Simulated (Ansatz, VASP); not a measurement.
## Ru: VASP beside Ansatz

```
CELL_PARAMETERS angstrom
-0.13336 1.83841 1.83841
1.83841 -0.13336 1.83841
1.83841 1.83841 -0.13336
ATOMIC_POSITIONS crystal
Ru 0.00000 0.00000 0.00000
```

Change from the starting cell: equal engineering shear yz, xz and xy -0.0700, equal normal strain along x, y and z +0.0000.

Alike in both runs: task single point; functional PBE; k mesh 20 × 20 × 20; occupations gaussian, width 0.15 eV; no spin polarisation.

|  | VASP | Ansatz |
| --- | --- | --- |
| version | VASP 6.6.1 | Ansatz 0.2.0 |
| potentials or method | VASP PAW PBE potentials, release 64 (Ru_pv) | scalar-relativistic, plane waves, PAW |
| plane-wave cutoff (eV) | 520 | 420 |
| valence electrons in the cell | 14 | 16 |

|  | VASP | Ansatz | Ansatz less VASP |
| --- | --- | --- | --- |
| gap on the k mesh at the Fermi level (eV) | none | none | - |
| pressure (GPa) | 5.6 | 5.7 | +0.06 |
| largest component of the traceless stress (GPa) | 16.90 | 16.92 | +0.017 |

A gap of «none» marks a metal or a gap that the smearing closes. The functional is the same, so the differences come from potentials, cutoffs and numerics. The two sets of potentials don't hold the same shells in valence.
